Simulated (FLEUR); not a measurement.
The system is KBr.

```
Br K
1.0
     4.04350    0.00000    0.00000
     0.00000    4.04350    0.00000
     0.00000    0.00000    4.04350
Br K
1 1
Direct
  0.50000 0.50000 0.50000
  0.00000 0.00000 0.00000
```

Measurements of this composition are mostly on another form, of space group No. 225.

* Program: FLEUR MaX-R8.1 (later development tree)
* Task: single point
* Functional: PBE
* Potentials or basis: all-electron
* Basis: FLAPW
* Kmax: 3.8 1/bohr
* k mesh: 7 × 7 × 7
* Occupations: fermi-dirac, width 0.05 eV
* Spin: no spin polarisation
* Gmax: 11.8 1/bohr
* Muffin-tin radii: Br 2.66, K 2.66 bohr
* lmax: Br 11, K 11
* Local orbitals a species: Br 5, K 5
* Max iterations: 60
* Mixing factor: 0.05
* Mixer: Anderson
* Mixer history: 15
* Density convergence: 1e-05 me/bohr^3

On this cell: largest force zero by symmetry; band gap on the k mesh 3.89 eV, indirect (least direct gap 4.12 eV).

The same run follows on a disturbed copy (atoms moved at random, drawn with an rms of 0.05 Å):

```
Br K
1.0
     4.04350    0.00000    0.00000
     0.00000    4.04350    0.00000
     0.00000    0.00000    4.04350
Br K
1 1
Direct
  0.50038 0.49474 0.50228
  0.99884 0.99978 0.97651
```

Problem. What changes?

Solution. The energy moves by +1.5 meV/atom; largest force 0.057 eV/Å; band gap on the k mesh 3.89 eV, indirect (least direct gap 4.13 eV).

Forces in eV/Å, atoms in the order of the input:
```
Br  -0.004  0.012 -0.056
K    0.003 -0.011  0.052
```

Caveats: an odd mesh through Γ misses points on the zone boundary, where band edges often lie.
